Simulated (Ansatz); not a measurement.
# How the conductance of Zr/AlN/TaN changes with thickness, part 2 of 6

Wanted: T(E), the conductance and its decay constant for Zr/AlN/TaN. The lower electrode is Zr hcp(0001), the upper one TaN rock salt(111); the barrier is AlN wurtzite(0001) (whole bilayers). In the first transport cell, after relaxation, the nearest pair of electrode and barrier is Zr–N at 2.14 Å, along the normal, at the lower face and N–Al at 1.90 Å, along the normal, at the upper one. All share a net of side 3.13 Å, which strains the lower electrode by -3.1 %, the upper one by +0.1 % and the barrier by +0.0 %, against typed lattice constants near PBE's. The first steps treat the bulk electrodes alone.

Ansatz 0.2.0; PBE DFT, plane waves, PAW files (the session's first sound run).

So far: The starting structure; Layer spacing of the electrode, 2 atoms, electrode Zr hcp(0001).

## Step 3: Layer spacing of the electrode, 6 atoms, electrode TaN rock salt(111)

System of this step: TaN. It takes space group Fm-3m (No. 225, cubic). The conventional cell has a = 4.423 Å, b = 4.423 Å, c = 4.423 Å, α = 90.00°, β = 90.00°, γ = 90.00°. Nearest to Ta lie 6 N at 2.21 Å. Nearest to N lie 6 Ta at 2.21 Å. Farther neighbours and most contacts between anions are not listed. That group holds within 0.01 Å; judged at 0.001 Å it is R-3m (No. 166).

The electrode is held to the junction's net and relaxed along the normal; its spacing is used for the ideal lead layers.

The input, input.yaml:

```yaml
crystal:
  lattice:
    - [3.13, 0.0, 0.0]
    - [-1.565, 2.7106595138, 0.0]
    - [0.0, 0.0, 7.6477977416]
  atoms:
    - { symbol: Ta, position: [0.0, 0.0, 0.0] }
    - { symbol: "N", position: [0.3333333333, 0.6666666667, 0.1666666667] }
    - { symbol: Ta, position: [0.6666666667, 0.3333333333, 0.3333333333] }
    - { symbol: "N", position: [0.0, 0.0, 0.5] }
    - { symbol: Ta, position: [0.3333333333, 0.6666666667, 0.6666666667] }
    - { symbol: "N", position: [0.6666666667, 0.3333333333, 0.8333333333] }
kpoints:
  mp_grid: { grid: [12, 12, 4] }
scf:
  occupations: { method: fermi_dirac, width: 0.1 }
  max_iter: 150
hamiltonian:
  xc: pbe
relax:
  f_tol: 0.01
  max_steps: 40
  cell: { fix: [a, b, angles] }
```

The run is started by

```console
$ ansatz run input.yaml --threads 4 --pin off --max-ram 12288MiB --backend cpu --events-out ev --progress --plain --runs-dir out
```

Numbers of over 12 decimals in the logs are rounded to 6 here.

Output:

```text
[...]
Crystal: 6 atoms, lattice volume = 64.887 Å³
Basis set: ecut = 420 eV, 1249 PW (Γ), exchange–correlation on 48×48×108 points (8 copies of the dense FFT grid, shifted against one another)
Bands: 33, of which v1, the nominal top of the filled ones, is band 27 counted from 1 (26 counted from 0)
Symmetry: 36 space group operations
[...]
k-points: 69 of 576
[...]
SCF iter   1: F=—  HF=-30953.796337 eV  |F-HF|=—  |Δ(HF+E_count)|=         —  Δρ=1.75e-3  dr2=9.16e-4  ethr=1.77e-3  ⟨swp⟩=5.5  Hψ=20069  notcnv=0  defer=12
automatic band count: the SCF goes on with 39 bands, as 33 were too few: the levels above may hold too much charge
[...]
SCF iter   2: F=—  HF=-30953.796271 eV  |F-HF|=—  |Δ(HF+E_count)|=   6.69e-5  Δρ=9.60e-4  dr2=2.12e-4  ethr=1.70e-6  ⟨swp⟩=2.0  Hψ=5121  notcnv=0  defer=11
[...]
SCF iter   6: F=-30953.796671 eV  HF=-30953.796671 eV  |F-HF|=2.07e-10  |Δ(HF+E_count)|=   1.06e-8  Δρ=1.03e-6  dr2=2.56e-10  ethr=2.77e-11  ⟨swp⟩=2.0  Hψ=7752  notcnv=0
SCF 1 converged in 6 iterations: F = -30953.796671 eV  dr2 = 2.56e-10
[...]
relax step   1: F+E_penalty+E_count = -30953.79667130 eV  Δ(F+E_penalty+E_count) = +0.000e0 eV  max|allowed force component| = 1.344e-26 eV/Å  Δτ_max = 0.0000 Å  P = -1.189 GPa  Ω = 64.887 Å³  fix = [a, b, alpha, beta, gamma]  reactions: a -1.065, b -1.065 GPa  (6 SCF iters, dr2 threshold 1.00e-7 eV, accepted)
Crystal: 6 atoms, lattice volume = 64.579 Å³
Bands: 39, of which v1, the nominal top of the filled ones, is band 27 counted from 1 (26 counted from 0)
[...]
SCF iter   6: F=-30953.798421 eV  HF=-30953.798421 eV  |F-HF|=2.55e-11  |Δ(HF+E_count)|=  5.38e-10  Δρ=2.93e-7  dr2=4.45e-11  ethr=5.84e-12  ⟨swp⟩=1.0  Hψ=6798  notcnv=0
SCF 2 converged in 6 iterations: F = -30953.798421 eV  dr2 = 4.45e-11
relax step   2: F+E_penalty+E_count = -30953.79842126 eV  Δ(F+E_penalty+E_count) = -1.750e-3 eV  max|allowed force component| = 7.446e-26 eV/Å  Δτ_max = 0.0000 Å  P = +0.385 GPa  Ω = 64.579 Å³  energy of the carried Pulay correction = +9.563e-4 eV  fix = [a, b, alpha, beta, gamma]  reactions: a +0.267, b +0.267 GPa  (6 SCF iters, dr2 threshold 6.00e-7 eV, accepted)
Crystal: 6 atoms, lattice volume = 64.672 Å³
[...]
SCF iter   6: F=-30953.798309 eV  HF=-30953.798309 eV  |F-HF|=7.28e-12  |Δ(HF+E_count)|=  6.18e-11  Δρ=8.97e-8  dr2=3.99e-12  ethr=1.00e-12  ⟨swp⟩=1.0  Hψ=6685  notcnv=0
SCF 3 converged in 6 iterations: F = -30953.798309 eV  dr2 = 3.99e-12
relax step   3: F+E_penalty+E_count = -30953.79830935 eV  Δ(F+E_penalty+E_count) = +1.119e-4 eV  max|allowed force component| = 1.494e-26 eV/Å  Δτ_max = 0.0000 Å  P = -0.095 GPa  Ω = 64.672 Å³  energy of the carried Pulay correction = +6.671e-4 eV  fix = [a, b, alpha, beta, gamma]  reactions: a -0.138, b -0.138 GPa  (6 SCF iters, dr2 threshold 6.00e-7 eV, accepted)
[...]
SCF iter   8: F=-30953.797691 eV  HF=-30953.797691 eV  |F-HF|=1.09e-11  |Δ(HF+E_count)|=  2.18e-11  Δρ=3.10e-10  dr2=2.49e-17  ethr=1.00e-12  ⟨swp⟩=1.0  Hψ=5658  notcnv=0
SCF 4 converged in 8 iterations: F = -30953.797691 eV  dr2 = 2.49e-17
relax step   4: F+E_penalty+E_count = -30953.79769109 eV  Δ(F+E_penalty+E_count) = +6.183e-4 eV  max|allowed force component| = 3.034e-28 eV/Å  Δτ_max = 0.0000 Å  P = -0.110 GPa  Ω = 64.672 Å³  fix = [a, b, alpha, beta, gamma]  reactions: a -0.147, b -0.147 GPa  stress off target by 3.72e-2 GPa on what of the cell is left free  SCF on the basis re-selected at this cell (its energy is not comparable with the rows above)  (8 SCF iters)
basis re-selected at this cell: Δ(F+E_penalty+E_count) = +6.183e-4 eV, ΔP = -0.016 GPa vs the last step (what re-selecting the basis moved, of the pressure what is left beyond the Pulay correction that the steps carried, after the strain that the cell walked since its last selection, with what the two solves' SCF thresholds leave and, on support functions, any second-order correction that the steps lacked; it is no m [...]
SCF converged after 8 iterations
Free energy (F): -30953.797691 eV
[...]
Internal energy: -30953.717749 eV  (E = F + TS)
E sigma→0 (E₀):  -30953.757720 eV
Entropy (-TS):   -0.079942 eV (-13.324 meV/atom)
Fermi energy:    21.379238 eV
[...]
--- Stress (GPa, compression-positive) ---
       -0.146673       0.000000      -0.000000
       -0.000000      -0.146673      -0.000000
        0.000000      -0.000000      -0.037181
  P = ⅓ Tr σ = -0.1102 GPa (-1.102 kbar)
--- Relaxed structure (3 steps of the walk, 3 accepted, 1 SCFs on fresh bases) ---
[...]
cell:  # Å, volume = 64.6721 Å³
    - [3.130000, 0, 0]
    - [-1.565000, 2.710660, 0]
    - [0, 0, 7.622509]
  atoms:
    - { symbol: Ta, position: [0, 0, 0] }
    - { symbol: N, position: [0.333333, 0.666667, 0.166667] }
    - { symbol: Ta, position: [0.666667, 0.333333, 0.333333] }
    - { symbol: N, position: [0, 0, 0.5] }
    - { symbol: Ta, position: [0.333333, 0.666667, 0.666667] }
    - { symbol: N, position: [0.666667, 0.333333, 0.833333] }
```

The job ended after 8.9 s (4 threads of Arm Neoverse V1, shared host; peak memory 0.46 GiB).

Relaxation path:

```csv
step,energy less that of the first step (eV),largest force component (eV/Å),pressure (GPa),volume (Å³)
1,0.0000,0.0000,-1.19,64.89
2,-0.0017,0.0000,0.39,64.58
3,-0.0016,0.0000,-0.09,64.67
4*,-0.0010,0.0000,-0.11,64.67
```

Relaxation steps marked * repeat the geometry before them on a plane-wave basis chosen anew for their cell, so energy and pressure can jump there.

Forces are held to the 36 operations that the run works with; a distortion that breaks them can't arise in this run.

```
     cell as run  before  after  change
           a (Å)   3.130  3.130  -0.0 %
           b (Å)   3.130  3.130  -0.0 %
           c (Å)   7.648  7.623  -0.3 %
volume (Å³/atom)   10.81  10.78  -0.3 %
```

Final coordinates:

```cif
data_structure
_symmetry_space_group_name_H-M 'P 1'
_symmetry_Int_Tables_number 1
_cell_length_a 3.1300
_cell_length_b 3.1300
_cell_length_c 7.6225
_cell_angle_alpha 90.000
_cell_angle_beta 90.000
_cell_angle_gamma 120.000
_cell_volume 64.67
loop_
_atom_site_label
_atom_site_type_symbol
_atom_site_fract_x
_atom_site_fract_y
_atom_site_fract_z
_atom_site_occupancy
Ta1 Ta 0.00000 0.00000 0.00000 1
N2 N 0.33333 0.66667 0.16667 1
Ta3 Ta 0.66667 0.33333 0.33333 1
N4 N 0.00000 0.00000 0.50000 1
Ta5 Ta 0.33333 0.66667 0.66667 1
N6 N 0.66667 0.33333 0.83333 1
```

This step gave:

```yaml
free_energy: -30953.7977 eV
fermi_energy: 21.38 eV
pressure: -0.1102 GPa
```

## Step 4: Relaxation

System of this step: Zr/AlN/TaN. The cell holds 16 atoms: 4 Zr, 6 N, 4 Al and 2 Ta. Its edges and angles: a = 3.130 Å, b = 3.130 Å, c = 40.349 Å, α = 90.0°, β = 90.0°, γ = 120.0°. Vacuum lies along c.

Tunnelling depends exponentially on distance, so the interfaces are relaxed first. A short slab in vacuum serves: only the barrier and the layers next to it are taken over, and later cells can add or drop layers in the barrier's middle. The dipole correction removes the field that unlike faces would set up across the vacuum.

The input, input.yaml:

```yaml
crystal:
  lattice:
    - [3.13, 0.0, 0.0]
    - [-1.565, 2.7106595138, 0.0]
    - [0.0, 0.0, 40.3493238863]
  atoms:
    - { symbol: Zr, position: [0.0, 0.0, 0.1982685019] }
    - { symbol: Zr, position: [0.33333333, 0.66666667, 0.2637224282] }
    - { symbol: Zr, position: [0.0, 0.0, 0.3291763545] }
    - { symbol: Zr, position: [0.33333333, 0.66666667, 0.3946302808] }
    - { symbol: "N", position: [0.33333333, 0.66666667, 0.4568370233] }
    - { symbol: Al, position: [0.66666667, 0.33333333, 0.4715178145] }
    - { symbol: "N", position: [0.66666667, 0.33333333, 0.5190437658] }
    - { symbol: Al, position: [0.33333333, 0.66666667, 0.533724557] }
    - { symbol: "N", position: [0.33333333, 0.66666667, 0.5812505082] }
    - { symbol: Al, position: [0.66666667, 0.33333333, 0.5959312994] }
    - { symbol: "N", position: [0.66666667, 0.33333333, 0.6434572507] }
    - { symbol: Al, position: [0.33333333, 0.66666667, 0.6581380419] }
    - { symbol: "N", position: [0.33333333, 0.66666667, 0.7069616605] }
    - { symbol: Ta, position: [0.66666667, 0.33333333, 0.7385516064] }
    - { symbol: "N", position: [0.0, 0.0, 0.7701415522] }
    - { symbol: Ta, position: [0.33333333, 0.66666667, 0.8017314981] }
kpoints:
  mp_grid: { grid: [8, 8, 1] }
scf:
  occupations: { method: fermi_dirac, width: 0.1 }
  max_iter: 150
hamiltonian:
  xc: pbe
efield:
  axis: 3
  dipole_correction: true
relax:
  f_tol: 0.04
  max_steps: 60
output:
  forces: true
```

Output:

```text
[...]
Crystal: 16 atoms, lattice volume = 342.338 Å³
Basis set: ecut = 420 eV, 6627 PW (Γ), exchange–correlation on 48×48×540 points (8 copies of the dense FFT grid, shifted against one another)
Bands: 74, of which v1, the nominal top of the filled ones, is band 58 counted from 1 (57 counted from 0)
Symmetry: 6 space group operations
[...]
k-points: 10 of 64 (time reversal used)
[...]
SCF iter   1: F=—  HF=-41066.397735 eV  |F-HF|=—  |Δ(HF+E_count)|=         —  Δρ=1.95e-2  dr2=2.16e2  ethr=1.77e-3  p=-0.099 e·Å  D=-5.22e-2 V/Å  ΔV_dip=2.11 eV  dr2_dipole=3.21e2  V_vac-E_F(+/−)=6.17/4.07 eV  ⟨swp⟩=10.2  Hψ=3832  notcnv=0  defer=2
efield: sawtooth ramp at fractional position 0.9500 (placed from the atoms, in the widest stretch of the axis that holds none; the zero of the levels goes with the place), width 0.1000; the density the first Hamiltonian is built on has a dipole p = -0.099 e·Å; the dipole correction subtracts the counter field D = -5.22e-2 V/Å, which shifts the + side's vacuum level by +2.11 eV against the − side's; the planar-averaged density in the ramp window peaks in size at 1.7e-4 e/Å³
[...]
SCF iter   2: F=—  HF=-41065.429945 eV  |F-HF|=—  |Δ(HF+E_count)|=   9.68e-1  Δρ=8.66e-3  dr2=1.43e1  ethr=1.77e-3  p=-0.004 e·Å  D=-2.34e-3 V/Å  ΔV_dip=0.09 eV  dr2_dipole=1.76e1  V_vac-E_F(+/−)=4.43/4.34 eV  ⟨swp⟩=3.5  Hψ=1095  notcnv=0  defer=6
[...]
SCF iter   8: F=-41065.304230 eV  HF=-41065.304248 eV  |F-HF|=1.77e-5  |Δ(HF+E_count)|=   2.37e-6  Δρ=5.04e-5  dr2=2.40e-5  ethr=3.45e-8  p=-0.027 e·Å  D=-1.41e-2 V/Å  ΔV_dip=0.57 eV  dr2_dipole=8.16e-8  V_vac-E_F(+/−)=4.80/4.23 eV  ⟨swp⟩=4.0  Hψ=2840  notcnv=0
WARN: efield: at this solve's end the planar-averaged density reaches 2.77e-5 e/Å³ inside the ramp window [0.9252, 0.0748] (bound 1e-5 e/Å³); the window's nearer edge stands 4.98 Å from this solve's nearest atom along the axis. Its work functions, free energy, forces, stress, dipole, levels and responses can be off, and this figure does not tell by how much. A short vacuum, a low `basis.ecutwfc` or `basis.ecutrho_ratio` and negative occupations (`scf.occupations.method`) can put density there. See the manual's quickstart, § The vacuum guard
SCF 1 converged in 8 iterations: F = -41065.304230 eV  dr2 = 2.40e-5
[...]
relax step   1: F+E_penalty+E_count = -41065.30423040 eV  Δ(F+E_penalty+E_count) = +0.000e0 eV  max|allowed force component| = 2.131e0 eV/Å  Δτ_max = 0.0000 Å  (8 SCF iters, dr2 threshold 4.00e-5 eV, accepted)
[...]
SCF iter   1: F=—  HF=-41066.240987 eV  |F-HF|=—  |Δ(HF+E_count)|=         —  Δρ=1.06e-2  dr2=4.00e0  ethr=3.10e-3  p=-0.027 e·Å  D=-1.41e-2 V/Å  ΔV_dip=0.57 eV  dr2_dipole=1.18e-1  V_vac-E_F(+/−)=4.78/4.21 eV  ⟨swp⟩=5.3  Hψ=1906  notcnv=0  defer=1
efield: sawtooth ramp at fractional position 0.9500 (handed on by an earlier solve), width 0.1000; the density the first Hamiltonian is built on has a dipole p = -0.027 e·Å; the dipole correction subtracts the counter field D = -1.41e-2 V/Å, which shifts the + side's vacuum level by +0.57 eV against the − side's; the planar-averaged density in the ramp window peaks in size at 2.2e-5 e/Å³
[...]
SCF iter   2: F=—  HF=-41066.100879 eV  |F-HF|=—  |Δ(HF+E_count)|=   1.40e-1  Δρ=6.59e-3  dr2=7.78e-1  ethr=3.10e-3  p=-0.023 e·Å  D=-1.19e-2 V/Å  ΔV_dip=0.48 eV  dr2_dipole=1.57e-1  V_vac-E_F(+/−)=4.73/4.25 eV  ⟨swp⟩=2.8  Hψ=1251  notcnv=0  defer=4
[...]
SCF iter   7: F=-41066.015350 eV  HF=-41066.015405 eV  |F-HF|=5.49e-5  |Δ(HF+E_count)|=   1.66e-5  Δρ=9.44e-5  dr2=7.73e-5  ethr=8.62e-8  p=-0.023 e·Å  D=-1.23e-2 V/Å  ΔV_dip=0.50 eV  dr2_dipole=4.42e-7  V_vac-E_F(+/−)=4.75/4.25 eV  ⟨swp⟩=4.0  Hψ=3030  notcnv=0
[...]
SCF 2 converged in 7 iterations: F = -41066.015350 eV  dr2 = 7.73e-5
relax step   2: F+E_penalty+E_count = -41066.01535048 eV  Δ(F+E_penalty+E_count) = -7.111e-1 eV  max|allowed force component| = 9.516e-1 eV/Å  Δτ_max = 0.1949 Å  (7 SCF iters, dr2 threshold 1.00e-4 eV, accepted)
SCF iter   1: F=—  HF=-41066.309039 eV  |F-HF|=—  |Δ(HF+E_count)|=         —  Δρ=1.15e-2  dr2=4.18e0  ethr=3.10e-3  p=-0.023 e·Å  D=-1.23e-2 V/Å  ΔV_dip=0.50 eV  dr2_dipole=1.22e0  V_vac-E_F(+/−)=4.73/4.24 eV  ⟨swp⟩=5.9  Hψ=2176  notcnv=0  defer=5
[...]
SCF iter   7: F=-41066.157631 eV  HF=-41066.157657 eV  |F-HF|=2.64e-5  |Δ(HF+E_count)|=   4.38e-6  Δρ=6.66e-5  dr2=4.18e-5  ethr=4.88e-8  p=-0.023 e·Å  D=-1.21e-2 V/Å  ΔV_dip=0.49 eV  dr2_dipole=1.03e-5  V_vac-E_F(+/−)=4.73/4.25 eV  ⟨swp⟩=4.1  Hψ=3137  notcnv=0
[...]
SCF 3 converged in 7 iterations: F = -41066.157631 eV  dr2 = 4.18e-5
relax step   3: F+E_penalty+E_count = -41066.15763056 eV  Δ(F+E_penalty+E_count) = -1.423e-1 eV  max|allowed force component| = 5.429e-1 eV/Å  Δτ_max = 0.1945 Å  (7 SCF iters, dr2 threshold 5.66e-5 eV, accepted)
[...]
relax step   4: F+E_penalty+E_count = -41066.18240450 eV  Δ(F+E_penalty+E_count) = -2.477e-2 eV  max|allowed force component| = 7.487e-2 eV/Å  Δτ_max = 0.0626 Å  (7 SCF iters, dr2 threshold 5.88e-5 eV, accepted)
SCF iter   1: F=—  HF=-41066.184178 eV  |F-HF|=—  |Δ(HF+E_count)|=         —  Δρ=8.76e-4  dr2=2.22e-2  ethr=2.88e-4  p=-0.023 e·Å  D=-1.19e-2 V/Å  ΔV_dip=0.48 eV  dr2_dipole=7.06e-4  V_vac-E_F(+/−)=4.74/4.26 eV  ⟨swp⟩=2.2  Hψ=1098  notcnv=0  defer=6
[...]
SCF iter   8: F=-41066.183116 eV  HF=-41066.183116 eV  |F-HF|=8.04e-9  |Δ(HF+E_count)|=   5.90e-9  Δρ=3.09e-6  dr2=6.35e-8  ethr=8.62e-11  p=-0.022 e·Å  D=-1.17e-2 V/Å  ΔV_dip=0.47 eV  dr2_dipole=7.94e-10  V_vac-E_F(+/−)=4.74/4.27 eV  ⟨swp⟩=5.2  Hψ=2578  notcnv=0
[...]
SCF 5 converged in 8 iterations: F = -41066.183116 eV  dr2 = 6.35e-8
relax step   5: F+E_penalty+E_count = -41066.18311571 eV  Δ(F+E_penalty+E_count) = -7.112e-4 eV  max|allowed force component| = 2.569e-2 eV/Å  Δτ_max = 0.0140 Å  (8 SCF iters, accepted)
SCF converged after 8 iterations
Free energy (F): -41066.183116 eV
[...]
Internal energy: -41065.955807 eV  (E = F + TS)
E sigma→0 (E₀):  -41066.069461 eV
Entropy (-TS):   -0.227309 eV (-14.207 meV/atom)
Fermi energy:    7.137236 eV
Dipole field:    D = -0.011778 V/Å  (p = -0.022282 e·Å, saw-weighted, corrected)
Work function:   Φ+ = 4.7432 eV   Φ− = 4.2680 eV
Levels:          The Fermi level and band energies are counted from a zero that moves with the ramp; work functions are not
Vacuum region:   at the solve's end the planar-averaged density reaches 1.79e-5 e/Å³ inside the ramp window [0.9252, 0.0748] (bound 1e-5 e/Å³); by the running means of the window's planes the mean density over a ramp is at most 1.60e-5 e/Å³, which is held to the bound (the quickstart, § The vacuum guard, A window that rings)
[...]
--- Forces (eV/Å), atoms counted from 1 ---
  atom   1  Zr    -0.00000000     0.00000000    -0.01230996
  atom   2  Zr     0.00000000    -0.00000000     0.00560966
  atom   3  Zr    -0.00000000     0.00000000     0.01378187
  atom   4  Zr     0.00000000    -0.00000000     0.00720590
  atom   5  N     -0.00000000     0.00000000    -0.02568129
  atom   6  Al     0.00000000    -0.00000000     0.01733700
  atom   7  N     -0.00000000     0.00000000    -0.02104214
  atom   8  Al    -0.00000000     0.00000000     0.02150552
  atom   9  N      0.00000000     0.00000000    -0.02003146
  atom  10  Al     0.00000000    -0.00000000     0.02106315
  atom  11  N     -0.00000000     0.00000000    -0.01873761
  atom  12  Al    -0.00000000     0.00000000     0.01412437
  atom  13  N      0.00000000    -0.00000000    -0.01243853
  atom  14  Ta     0.00000000    -0.00000000     0.02499762
  atom  15  N     -0.00000000     0.00000000    -0.01316116
  atom  16  Ta     0.00000000    -0.00000000    -0.00214785
  max |Σ_I F_I| component: 7.51e-5 eV/Å
--- Relaxed structure (5 steps of the walk, 5 accepted, 0 SCFs on fresh bases) ---
  F+E_penalty+E_count = -41066.18311571 eV   max|allowed force component| = 2.569e-2 eV/Å
  atoms:
    - { symbol: Zr, position: [8.300186810803e-18, -4.857225732735059e-17, 0.205112] }
    - { symbol: Zr, position: [0.333333, 0.666667, 0.267196] }
    - { symbol: Zr, position: [9.61922415030731e-18, -4.8572257327350605e-17, 0.333255] }
    - { symbol: Zr, position: [0.333333, 0.666667, 0.403989] }
    - { symbol: N, position: [0.333333, 0.666667, 0.457122] }
    - { symbol: Al, position: [0.666667, 0.333333, 0.471439] }
    - { symbol: N, position: [0.666667, 0.333333, 0.518898] }
    - { symbol: Al, position: [0.333333, 0.666667, 0.533615] }
    - { symbol: N, position: [0.333333, 0.666667, 0.581040] }
    - { symbol: Al, position: [0.666667, 0.333333, 0.595828] }
    - { symbol: N, position: [0.666667, 0.333333, 0.643265] }
    - { symbol: Al, position: [0.333333, 0.666667, 0.657957] }
    - { symbol: N, position: [0.333333, 0.666667, 0.705160] }
    - { symbol: Ta, position: [0.666667, 0.333333, 0.732931] }
    - { symbol: N, position: [1.4625495330106507e-17, -4.8572257327351314e-17, 0.763726] }
    - { symbol: Ta, position: [0.333333, 0.666667, 0.792554] }
```

The job ended after 31 s (4 threads; peak memory 0.94 GiB).

Step by step:

```
step  energy less that of the first step (eV)  largest force component (eV/Å)
   1                                   0.0000                          2.1310
   2                                  -0.7111                          0.9516
   3                                  -0.8534                          0.5429
   4                                  -0.8782                          0.0749
   5                                  -0.8789                          0.0257
```

The run keeps the 6 symmetry operations that it works with, so distortions that break them were not tested.

The atoms that moved most (Å):

```
atom     dx     dy      dz  length
 Zr4  0.000  0.000   0.378   0.378
Ta16  0.000  0.000  -0.370   0.370
 Zr1  0.000  0.000   0.276   0.276
 N15  0.000  0.000  -0.259   0.259
Ta14  0.000  0.000  -0.227   0.227
 Zr3  0.000  0.000   0.165   0.165
 Zr2  0.000  0.000   0.140   0.140
 N13  0.000  0.000  -0.073   0.073
```

Numbers from this step:

- free energy: -41066.1831 eV
- Fermi energy: 7.137 eV

The largest force component on a free atom ends at 0.026 eV/Å. At one or more of this run's solves the program warned of density in the dipole ramp over its bound, where dipole, forces and levels can be off.

(Part 2 of 6 ends here.)

[Logs are printed without paths, hosts, clocks, repeated set-up lines and the standing remarks that a program may print on its own settings, such as how far it seeks lower states.]

[Hosts, paths, dates, database ids (printed as entryN), source tags and the programs' standing remarks are cut or masked in the printed files.]
